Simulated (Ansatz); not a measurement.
The computed numbers are results of r²SCAN, scalar-relativistic (collinear spin) in the plane-wave PAW code Ansatz at 500 eV, Γ-centred 8×8×2 mesh, 0.05 eV Gaussian smearing; PAW files: Ansatz's generated set soft_2.

The calculation on MoX2, where X is one element, gave:

```
Space group                                           : P6_3/mmc (No. 194)
Conventional cell                                     : a = 3.564 Å, b = 3.564 Å, c = 14.720 Å, α = 90.00°, β = 90.00°, γ = 120.00°
Volume                                                : 26.98 Å³/atom
Band gap                                              : 1.05 eV (band path included; the mesh alone gives 1.12 eV)
Smallest direct gap                                   : 1.06 eV
Magnetic state                                        : non-magnetic
Site spin moments                                     : none
Bader charges                                         : X -0.34; Mo 0.69 e
Formation energy from the elements (0 K, uncorrected) : -0.30 eV/atom
Shear modulus (Hill)                                  : 21 GPa
Young's modulus                                       : 50 GPa
Poisson's ratio                                       : 0.20
Elastically stable                                    : yes
```

Sites: X on 4f, Mo on 2c.

**Question.** Which element is X?
A. I
B. Sb
C. Te
D. Sn

**Answer.** C. X is Te, so the compound is MoTe2.

The chain of runs began from a cell as deposited in COD, expanded in volume.

Semilocal functionals underestimate band gaps, commonly by a third or more. Scalar-relativistic only: spin–orbit splittings of the heavy atoms' levels are missing. The structure is built of weakly bound layers, and this functional has no dispersion term, so their spacing and all that hangs on it (volume, the soft elastic constants, low modes, dielectric constants) are poorly given. The relaxed cell is 8 % larger in volume than the cell of this structure in the Crystallography Open Database (24.96 Å³/atom, 1963).
